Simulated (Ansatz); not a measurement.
# Ga (fcc): from the first guess to the electronic structure

What volume does Ga (fcc) take, and is it a metal or an insulator at this level? The pressure is brought towards zero step by step, and the electronic structure follows.

Computed with Ansatz 0.2.0 (DFT PBE, scalar-relativistic, plane waves, PAW, unless a step's input says otherwise).

It takes space group Fm-3m (No. 225, cubic). The conventional cell has a = 4.280 Å, b = 4.280 Å, c = 4.280 Å, α = 90.00°, β = 90.00°, γ = 90.00°. Ga (site symmetry m-3m) is surrounded by 12 Ga at 3.03 Å.

Structure file:

```cif
data_structure
_symmetry_space_group_name_H-M 'P 1'
_symmetry_Int_Tables_number 1
_cell_length_a 3.0261
_cell_length_b 3.0261
_cell_length_c 3.0261
_cell_angle_alpha 60.000
_cell_angle_beta 60.000
_cell_angle_gamma 60.000
_cell_volume 19.59
loop_
_atom_site_label
_atom_site_type_symbol
_atom_site_fract_x
_atom_site_fract_y
_atom_site_fract_z
_atom_site_occupancy
Ga1 Ga 0.00000 0.00000 0.00000 1
```

| quantity | value |
| --- | --- |
| space group | Fm-3m (No. 225) |
| conventional cell | a = 4.231 Å, b = 4.231 Å, c = 4.231 Å, α = 90.00°, β = 90.00°, γ = 90.00° |
| volume | 18.932 Å³/atom |
| pressure | 0.02 GPa |
| gap | none (metal) |
| states at the Fermi level | 0.40 per eV per cell |

From the first run shown, the volume went from 19.59 to 18.93 Å³/atom (-3.4 %) in 3 runs, where the pressure is zero within 0.02 GPa. It comes out metallic; the largest share of the states at the Fermi level is Ga 4p (69 % of the projected weight, then Ga 4s with 31 %).

Which input would start the first run of this session?

The input that was used; it is not the only one that fits:

Input file input.yaml:

```yaml
crystal:
  lattice:
    - [0.0, 2.139792065, 2.139792065]
    - [2.139792065, 0.0, 2.139792065]
    - [2.139792065, 2.139792065, 0.0]
  atoms:
    - { symbol: Ga, position: [0.0, 0.0, 0.0] }
basis:
  ecutwfc: 420
  ecutrho_ratio: 4
kpoints:
  mp_grid: { grid: [16, 16, 16] }
hamiltonian:
  xc: pbe
scf:
  occupations: { method: gaussian, width: 0.05 }
output:
  forces: true
  stress: true
  eigenvalues: true
```
